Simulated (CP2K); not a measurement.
The system is SiC (Moissanite 6H).

```
CELL_PARAMETERS angstrom
3.09500 0.00000 0.00000
-1.54750 2.68035 0.00000
0.00000 0.00000 15.17000
ATOMIC_POSITIONS crystal
Si 0.66667 0.33333 0.45830
Si 0.33333 0.66667 0.95830
Si 0.66667 0.33333 0.79170
Si 0.33333 0.66667 0.29170
Si 0.00000 0.00000 0.62500
Si 0.00000 0.00000 0.12500
C 0.66667 0.33333 0.33330
C 0.33333 0.66667 0.83330
C 0.66667 0.33333 0.66670
C 0.33333 0.66667 0.16670
C 0.00000 0.00000 0.50000
C 0.00000 0.00000 0.00000
```

Base run:

* Program: CP2K 2026.2
* Functional: PBE
* Potentials or basis: all electrons (GAPW); pob-DZVP-rev2 basis
* Density cutoff: 6803 eV
* k mesh: 8 × 8 × 2
* Occupations: fermi-dirac, width 0.05 eV
* Spin: no spin polarisation

Its results: band gap on the k mesh 2.18 eV, indirect (least direct gap 3.34 eV); pressure 3.2 GPa; largest force 0.149 eV/Å.

Problem. The run is repeated on the same cell with these changes: potentials or basis from all electrons (GAPW); pob-DZVP-rev2 basis to all electrons (GAPW); pob-TZVP-rev2 basis; basis sets from Si pob-DZVP-rev2, C pob-DZVP-rev2 to Si pob-TZVP-rev2, C pob-TZVP-rev2. What comes out?

Solution. Band gap on the k mesh 2.03 eV, indirect (least direct gap 3.24 eV); pressure 5.7 GPa; largest force 0.155 eV/Å.

Caveats: the basis of atomic orbitals isn't converged, which shifts pressures, moduli and gaps.
